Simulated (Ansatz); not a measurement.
Input for Ansatz (plane-wave DFT, PAW):

```yaml
crystal:
  lattice:
    - [2.2640537168, -6.0521392146, 0.0]
    - [2.2640537168, 6.0521392146, 0.0]
    - [0.0, 0.0, 4.4760453354]
  atoms:
    - { symbol: Pb, position: [0.8722410228, 0.1277589772, 0.25] }
    - { symbol: Pb, position: [0.1277589772, 0.8722410228, 0.75] }
    - { symbol: Se, position: [0.6347384564, 0.3652615436, 0.25] }
    - { symbol: Se, position: [0.3652615436, 0.6347384564, 0.75] }
basis:
  ecutwfc: 420
kpoints:
  mp_grid: { grid: [6, 6, 6] }
hamiltonian:
  xc: pbesol
scf:
  occupations: { method: gaussian, width: 0.02 }
output:
  forces: true
  stress: true
  eigenvalues: true
  populations: true
```

It can be run as
```bash
ansatz run input.yaml --threads 1 --pin off --backend cpu --events-out ev --progress --plain --runs-dir out  # memory cap (--max-ram) not shown
```

Level of theory: DFT PBEsol, scalar-relativistic, plane waves, PAW in Ansatz 0.2.0.

Abridged output:

```
Pseudopotentials: kind: paw
Pseudopotential: Pb, paw, valence charge 14, recommended cutoff 420 eV (normal)
Pseudopotential: Se, paw, valence charge 16, recommended cutoff 420 eV (normal)
Functional definition: PBEsol
Crystal: 4 atoms, lattice volume = 122.665 Å³
Basis set: ecut = 420 eV, 2405 PW (Γ), exchange–correlation on 90×90×60 points (8 copies of the dense FFT grid, shifted against one another)
Bands: 36, of which v1, the nominal top of the filled ones, is band 30 counted from 1 (29 counted from 0)
Symmetry: 8 space group operations
Space group: Cmcm (ITA 63), of the structure as read, at distance tolerance 5.0e-5 Å
k-points: 52 of 216
Initial density: superposition of atomic densities (neutral atoms: chi_scale 0, normalization atom), corrected by the library's trained network
Initial wavefunctions: pseudopotential atomic-orbital guess
Functional: x = pbesol(κ = 0.804, μ = 0.12345679), c = pbesol(β = 0.046)
SCF iter   1: F=—  HF=-34360.062040 eV  |F-HF|=—  |Δ(HF+E_count)|=         —  Δρ=2.61e-3  dr2=1.62e-2  ethr=1.77e-3  ⟨swp⟩=7.8  Hψ=7814  notcnv=0
SCF iter   2: F=—  HF=-34360.055360 eV  |F-HF|=—  |Δ(HF+E_count)|=   6.68e-3  Δρ=1.11e-3  dr2=1.68e-3  ethr=2.70e-5  ⟨swp⟩=2.2  Hψ=3171  notcnv=0  defer=86
SCF iter   3: F=—  HF=-34360.055094 eV  |F-HF|=—  |Δ(HF+E_count)|=   2.66e-4  Δρ=4.17e-4  dr2=2.56e-4  ethr=2.80e-6  ⟨swp⟩=2.0  Hψ=2556  notcnv=0  defer=86
SCF iter   4: F=—  HF=-34360.055113 eV  |F-HF|=—  |Δ(HF+E_count)|=   1.94e-5  Δρ=1.48e-4  dr2=2.58e-5  ethr=4.27e-7  ⟨swp⟩=2.4  Hψ=2395  notcnv=0  defer=86
SCF iter   5: F=—  HF=-34360.055133 eV  |F-HF|=—  |Δ(HF+E_count)|=   1.94e-5  Δρ=1.95e-5  dr2=6.04e-7  ethr=4.30e-8  ⟨swp⟩=2.3  Hψ=2521  notcnv=0  defer=86
SCF iter   6: F=-34360.055133 eV  HF=-34360.055133 eV  |F-HF|=6.13e-8  |Δ(HF+E_count)|=   4.71e-8  Δρ=8.80e-6  dr2=9.28e-8  ethr=1.67e-10  ⟨swp⟩=9.2  Hψ=8619  notcnv=0
SCF 1 converged in 6 iterations: F = -34360.055133 eV  dr2 = 9.28e-8
SCF converged after 6 iterations
Free energy (F): -34360.055133 eV
Harris-Foulkes:  -34360.055133 eV  (|F-HF|=6.13e-8)
Internal energy: -34360.055133 eV  (E = F + TS)
E sigma→0 (E₀):  -34360.055133 eV
Fermi energy:    7.778081 eV
--- Per-component energies (eV) ---
  E_band       = -911.715616
  E_kinetic    = 807.501765
  E_local      = -7258.165829  (includes V_loc(G=0)·N_el)
  E_nonlocal   = -481.198895
  E_hartree    = 3354.661292
  E_xc         = -642.828594
  E_vxc        = -458.933497  (∫ρ·V_xc dr)
  E_paw        = -24244.128522  (= ΣΔE_a)
  E_vpaw       = -230.235807  (= ΣTr[D̂ρ^β])
  E_aug_tail   = -0.001063  (compensation charges beyond the density's cutoff)
  E_ewald      = -5898.036420
  E_core_change = 2.141134  (= ΣΔE_core)
  E_smearing   =  0.000000  (= −TS)
--- Forces (eV/Å), atoms counted from 1 ---
  atom   1  Pb     0.00000000     0.36679501     0.00000000
  atom   2  Pb     0.00000000    -0.36679501     0.00000000
  atom   3  Se     0.00000000    -0.23472330     0.00000000
  atom   4  Se     0.00000000     0.23472330     0.00000000
--- Stress (GPa, compression-positive) ---
       -5.784900       0.000000       0.000000
        0.000000      -3.370905       0.000000
        0.000000       0.000000      -3.998156
  P = ⅓ Tr σ = -4.3847 GPa (-43.847 kbar)
--- Band table (eV; the first three rows and the last of 52) ---
  k-point 0: bands = ["-39.2246", "-39.2245", "-39.2230", "-39.2230", "-39.2168", "-39.2168", "-39.2162", "-39.2160", "-39.2137", "-39.2136", "-9.0300", "-8.9858", "-8.9725", "-8.9638", "-8.9508", "-8.9496", "-8.9452", "-8.9245", "-8.9234", "-8.8905", "-5.2400", "-3.9102", "0.4877", "0.8468", "3.5200", "4.9509", "5.3347", "5.7445", "6.5043", "7.0668", "11.3675", "11.7494", "11.8345", "12.0956", "12.3719", "12.4240"]
  k-point 1: bands = ["-39.2246", "-39.2245", "-39.2230", "-39.2230", "-39.2168", "-39.2168", "-39.2162", "-39.2160", "-39.2137", "-39.2136", "-9.0200", "-8.9840", "-8.9721", "-8.9577", "-8.9575", "-8.9571", "-8.9443", "-8.9205", "-8.9199", "-8.8966", "-5.1173", "-3.9244", "0.2336", "0.6435", "3.6948", "5.2019", "5.5263", "5.9223", "6.6125", "6.8882", "10.8301", "11.0424", "11.0470", "11.6220", "11.6785", "12.5915"]
  k-point 2: bands = ["-39.2246", "-39.2245", "-39.2230", "-39.2230", "-39.2168", "-39.2168", "-39.2162", "-39.2160", "-39.2136", "-39.2136", "-9.0013", "-8.9756", "-8.9709", "-8.9690", "-8.9688", "-8.9448", "-8.9436", "-8.9156", "-8.9154", "-8.9118", "-4.7833", "-4.0395", "-0.1536", "0.1882", "4.1959", "5.4754", "6.0313", "6.3453", "6.6795", "6.9673", "9.3765", "9.4425", "9.8692", "10.2656", "12.0694", "12.3017"]
  k-point 51: bands = ["-39.2245", "-39.2245", "-39.2230", "-39.2230", "-39.2168", "-39.2168", "-39.2161", "-39.2161", "-39.2136", "-39.2136", "-8.9918", "-8.9918", "-8.9649", "-8.9649", "-8.9488", "-8.9488", "-8.9228", "-8.9228", "-8.9226", "-8.9226", "-4.2985", "-4.2985", "-0.5676", "-0.5676", "6.3381", "6.3381", "6.6225", "6.6225", "6.7935", "6.7935", "8.3962", "8.3962", "9.9845", "9.9845", "10.6158", "10.6158"]
--- Löwdin populations: 4 sites ---
  site symbol q [e]
     0     Pb     13.5645
     1     Pb     13.5645
     2     Se     16.3791
     3     Se     16.3791
  spilling = 0.001878 (of n_electrons = 60.000000)
```

Self-consistency was reached.

Spin–orbit coupling is left out, which can shift energies with elements as heavy as these.